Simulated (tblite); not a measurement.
Species: fluoroform, CHF3.
SMILES: `FC(F)F`

Computed values, GFN2-xTB/tblite, gas phase, harmonic and unscaled. This tight-binding method is rough: wavenumbers can miss measured ones by several per cent, in bad cases by 10 to 20.

Harmonic wavenumbers (cm⁻¹): 449.9, 449.9, 617.6, 1055.1, 1089.3, 1089.5, 1244.5, 1244.6, 2895.9.

A = 10439, B = 10437, C = 5734 MHz; mass 70.003 u (most abundant isotopes); point group C3v, symmetry number 3.

Problem. Zero-point energy?

Solution. Half the sum of the wavenumbers: 5068 cm⁻¹ = 14.49 kcal/mol.

Problem. Give the ideal-gas entropy at 298.15 K and 1 bar in the rigid-rotor, harmonic-oscillator model (classical rotation).

Solution. Translation 38.68, rotation 21.57, vibration 2.29: S = 62.5 cal/(mol K).

Problem. And Cp and H(298.15 K) − H(0)?

Solution. Cp = 12.92 cal/(mol K), of which vibrations give 4.97 (their classical limit is 9 R = 17.9); H(298.15 K) − H(0) = 2.86 kcal/mol without the zero-point energy, 0.49 from vibrations.

Problem. How do the functions run with temperature in this model?

Solution. 
```json
{"T (K)": "50", "S (cal/(mol K))": "46.1", "Cp (cal/(mol K))": "8.0", "H − H(0) (kcal/mol)": "0.40", "G − H(0) (kcal/mol)": "-1.91", "ln q(vib)": "0.00"}
{"T (K)": "100", "S (cal/(mol K))": "51.6", "Cp (cal/(mol K))": "8.2", "H − H(0) (kcal/mol)": "0.80", "G − H(0) (kcal/mol)": "-4.36", "ln q(vib)": "0.00"}
{"T (K)": "373.15", "S (cal/(mol K))": "65.6", "Cp (cal/(mol K))": "14.8", "H − H(0) (kcal/mol)": "3.90", "G − H(0) (kcal/mol)": "-20.59", "ln q(vib)": "0.55"}
{"T (K)": "500", "S (cal/(mol K))": "70.3", "Cp (cal/(mol K))": "17.3", "H − H(0) (kcal/mol)": "5.95", "G − H(0) (kcal/mol)": "-29.22", "ln q(vib)": "1.02"}
{"T (K)": "750", "S (cal/(mol K))": "78.0", "Cp (cal/(mol K))": "20.4", "H − H(0) (kcal/mol)": "10.71", "G − H(0) (kcal/mol)": "-47.80", "ln q(vib)": "2.06"}
{"T (K)": "1000", "S (cal/(mol K))": "84.2", "Cp (cal/(mol K))": "22.2", "H − H(0) (kcal/mol)": "16.05", "G − H(0) (kcal/mol)": "-68.10", "ln q(vib)": "3.11"}
```

q(vib) and H(0) count from the zero-point level.

Problem. What must be added to the electronic energy to get the Gibbs energy at 298.15 K and 1 bar?

Solution. ZPE + [H(298.15 K) − H(0)] − T·S = 14.49 + 2.86 − 18.65 = -1.30 kcal/mol.
